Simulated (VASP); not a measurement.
## In: band structure with PBE

Crystal: In.

```xyz
3
Lattice="3.0621 0.0000 0.0000 0.0000 4.7487 0.0000 0.0000 0.0000 6.8926" Properties=species:S:1:pos:R:3 pbc="T T T"
In    0.0000    0.0000    1.9210
In    0.0000    0.0000    4.9717
In    0.0000    2.3743    0.0000
```

The cell was built by a generator and needn't be a form met in nature.

```
Program                : VASP 6.6.1
Task                   : band structure
Functional             : PBE
Potentials or basis    : VASP PAW PBE potentials, release 64 (In_d)
Cutoff                 : 600 eV
k mesh                 : 9 × 6 × 4
Occupations            : fermi-dirac, width 0.05 eV
Spin                   : no spin polarisation
Further INCAR settings : ALGO = Normal; EDIFF = 1e-07; NBANDS = 26
```

```
Pressure                : 0.1 GPa
Largest force           : 0.037 eV/Å
Band gap along the path : none (metal or under the smearing width)
```

Forces on the atoms (eV/Å):
```
In   0.000  0.000  0.037
In   0.000  0.000 -0.037
In   0.000  0.000  0.000
```

Stress tensor (GPa, compression positive):
```
 0.99  0.00  0.00
 0.00  0.10  0.00
 0.00  0.00 -0.86
```

Levels at the corners of the path, in eV from the Fermi level:
```tsv
point	band 18	band 19	band 20	band 21	band 22	band 23
Γ	-4.80	-1.18	0.19	2.20	2.46	3.92
X	-1.91	-1.38	-0.29	0.43	1.55	3.77
X	-1.91	-1.38	-0.29	0.43	1.55	3.77
S	-1.83	-1.12	-0.74	-0.06	0.06	0.96
S	-1.83	-1.12	-0.74	-0.06	0.06	0.96
Y	-4.57	-2.82	-1.85	0.28	5.88	6.74
Y	-4.57	-2.82	-1.85	0.28	5.88	6.74
Γ	-4.80	-1.18	0.19	2.20	2.46	3.92
Γ	-4.80	-1.18	0.19	2.20	2.46	3.92
Z	-2.30	-0.79	-0.67	0.85	2.20	2.79
Z	-2.30	-0.79	-0.67	0.85	2.20	2.79
U	-2.57	-1.70	1.68	1.93	1.94	2.09
U	-2.57	-1.70	1.68	1.93	1.94	2.09
R	-2.87	-1.36	-1.09	-0.78	0.24	3.64
R	-2.87	-1.36	-1.09	-0.78	0.24	3.64
T	-6.40	-2.65	0.70	0.90	2.90	3.65
T	-6.40	-2.65	0.70	0.90	2.90	3.65
Z	-2.30	-0.79	-0.67	0.85	2.20	2.79
Y	-4.57	-2.82	-1.85	0.28	5.88	6.74
T	-6.40	-2.65	0.70	0.90	2.90	3.65
U	-2.57	-1.70	1.68	1.93	1.94	2.09
X	-1.91	-1.38	-0.29	0.43	1.55	3.77
S	-1.83	-1.12	-0.74	-0.06	0.06	0.96
R	-2.87	-1.36	-1.09	-0.78	0.24	3.64
```

Run time: 4.9 min on 1 thread of Intel(R) Xeon(R) 6975P-C (Granite Rapids), on a shared host, peak memory 0.39 GiB.

Caveat: spin-orbit coupling is left out, which moves the levels of the heavy elements.
